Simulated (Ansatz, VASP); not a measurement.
**One calculation of HgTe, two programs**

File INCAR:

```
ALGO     = Normal         # electronic algorithm
EDIFF    = 1E-6           # SCF threshold, eV
ENCUT    = 520            # plane-wave cutoff, eV
GGA      = CA             # functional
ISIF     = 2              # what is computed and relaxed
ISMEAR   = -1             # smearing method
LASPH    = True           # aspherical terms in the spheres
LCHARG   = False          # write CHGCAR
LREAL    = False          # projectors in reciprocal space
LWAVE    = False          # write WAVECAR
NBANDS   = 16             # bands
NELM     = 100            # most SCF steps
PREC     = Accurate       # precision mode
SIGMA    = 0.05           # smearing width, eV
```

The input KPOINTS:

```
k-points
0
Gamma
  7 7 7
```

Contents of POSCAR:

```
HgTe
1.0
    0.0000000000      3.2218469041      3.2218469041
    3.2218469041      0.0000000000      3.2218469041
    3.2218469041      3.2218469041      0.0000000000
Hg Te
1 1
Direct
    0.0000000000      0.0000000000      0.0000000000
    0.5000000000      0.5000000000      0.5000000000
```

The input input.yaml:

```yaml
crystal:
  lattice:
    - [0.0, 3.2218469041, 3.2218469041]
    - [3.2218469041, 0.0, 3.2218469041]
    - [3.2218469041, 3.2218469041, 0.0]
  atoms:
    - { symbol: Hg, position: [0.0, 0.0, 0.0] }
    - { symbol: Te, position: [0.5, 0.5, 0.5] }
kpoints:
  mp_grid: { grid: [7, 7, 7] }
scf:
  occupations: { method: fermi_dirac, width: 0.05 }
hamiltonian:
  xc: lda
  pseudopotentials: { kind: all_electron, lapw: { basis_error: 0.001 } }
output:
  forces: true
  stress: true
  eigenvalues: true
```

Change from the starting cell: volume scaled by 1.04.

Alike in both runs: task single point; functional LDA; k mesh 7 × 7 × 7; occupations fermi-dirac, width 0.05 eV; no spin polarisation.

|  | VASP | Ansatz |
| --- | --- | --- |
| version | VASP 6.6.1 | Ansatz 0.2.0 |
| potentials or method | VASP PAW LDA potentials, release 64 (Hg, Te) | all-electron LAPW, scalar-relativistic |
| plane-wave cutoff (eV) | 520 | see its input |

VASP gave:

* gap on the k mesh at the Fermi level (eV): none
* pressure (GPa): -8.3

Task: What did Ansatz give for the same quantities?

Result: gap on the k mesh at the Fermi level (eV): none; pressure (GPa): -8.4.

A gap of «none» marks a metal or a gap that the smearing closes. Ansatz ran all-electron here, so the differences hold the error of VASP's frozen core and of both bases.

The runs have no spin-orbit coupling, so splittings on Hg, Te are missing.
